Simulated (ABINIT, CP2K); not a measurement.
A CP2K input for a self-consistent single point of Sb₂Te₃ (R-3m, 5 atoms in the cell) (DFT PBE, GPW, DZVP-MOLOPT-SR-GTH basis, GTH-PBE potentials (GTH_POTENTIALS)):

```
&GLOBAL
  PROJECT bulk
  RUN_TYPE ENERGY_FORCE
  PRINT_LEVEL LOW
&END GLOBAL
&FORCE_EVAL
  METHOD Quickstep
  STRESS_TENSOR ANALYTICAL
  &DFT
    BASIS_SET_FILE_NAME BASIS_MOLOPT
    POTENTIAL_FILE_NAME GTH_POTENTIALS
    &QS
      METHOD GPW
      EPS_DEFAULT 1E-10
    &END QS
    &MGRID
      CUTOFF 400
      REL_CUTOFF 50
      NGRIDS 4
    &END MGRID
    &SCF
      SCF_GUESS ATOMIC
      EPS_SCF 1E-7
      MAX_SCF 100
      ADDED_MOS 6
      &DIAGONALIZATION
        ALGORITHM STANDARD
      &END DIAGONALIZATION
      &MIXING
        METHOD BROYDEN_MIXING
        ALPHA 0.3
        NBUFFER 8
        BETA 1
      &END MIXING
      &SMEAR ON
        METHOD GAUSSIAN
        SIGMA [eV] 0.05
      &END SMEAR
    &END SCF
    &KPOINTS
      SCHEME MONKHORST-PACK 4 4 4
      GAMMA_CENTERED T
    &END KPOINTS
    &XC
      &XC_FUNCTIONAL PBE
      &END XC_FUNCTIONAL
    &END XC
    &PRINT
      &MO
        EIGENVALUES T
        OCCUPATION_NUMBERS T
        NDIGITS 8
        FILENAME mo
        &EACH
          QS_SCF 0
        &END EACH
        ADD_LAST NUMERIC
      &END MO
      &MULLIKEN OFF
      &END MULLIKEN
    &END PRINT
  &END DFT
  &SUBSYS
    &CELL
      ABC 10.69398200 10.69398187 10.69398204
      ALPHA_BETA_GAMMA 22.81549632 22.81549372 22.81549154
      PERIODIC XYZ
    &END CELL
    &COORD
      SCALED
      Sb       0.60420000     0.60420000     0.60420000
      Sb       0.39580000     0.39580000     0.39580000
      Te       0.78254300     0.78254300     0.78254300
      Te       0.21745700     0.21745700     0.21745700
      Te       0.00000000     0.00000000     0.00000000
    &END COORD
    &KIND Sb
      BASIS_SET DZVP-MOLOPT-SR-GTH
      POTENTIAL GTH-PBE-q5
    &END KIND
    &KIND Te
      BASIS_SET DZVP-MOLOPT-SR-GTH
      POTENTIAL GTH-PBE-q6
    &END KIND
  &END SUBSYS
  &PRINT
    &FORCES ON
    &END FORCES
    &STRESS_TENSOR ON
    &END STRESS_TENSOR
  &END PRINT
&END FORCE_EVAL
```

Task: Translate this input to ABINIT.

Result: One input that does it (others would too):

```
# Sb2Te3, PseudoDojo nc-sr-05 PBE standard
pp_dirpath "./"
pseudos "Sb.upf, Te.upf"
acell 3*1.0 Angstrom
rprim
         2.1151611968    1.2211888864   10.4113420000
        -2.1151611968    1.2211888864   10.4113420000
         0.0000000000   -2.4423777727   10.4113420000
natom 5
ntypat 2
znucl 51 52
typat 1 1 2 2 2
xred
         0.6042000000    0.6042000000    0.6042000000
         0.3958000000    0.3958000000    0.3958000000
         0.7825430000    0.7825430000    0.7825430000
         0.2174570000    0.2174570000    0.2174570000
         0.0000000000    0.0000000000    0.0000000000
ecut 82 Ry
occopt 7
tsmear 0.00183747
nband 49
kptopt 1
ngkpt 4 4 4
nshiftk 1
shiftk 0 0 0
nstep 50
tolvrs 1.0e-12
prtwf 0
prtden 0
enunit 1
```

Basis, cutoffs, solver keys and any potentials are the target program's own. This input uses DFT, PBE, plane waves, norm-conserving pseudopotentials (PseudoDojo nc-sr-05 PBE standard).

The starting cell comes from a database of computed structures (which also holds hypothetical and non-ambient phases and stackings), without a prior relaxation at this level. Its lattice was rescaled by a random factor within 2.5 % of one.
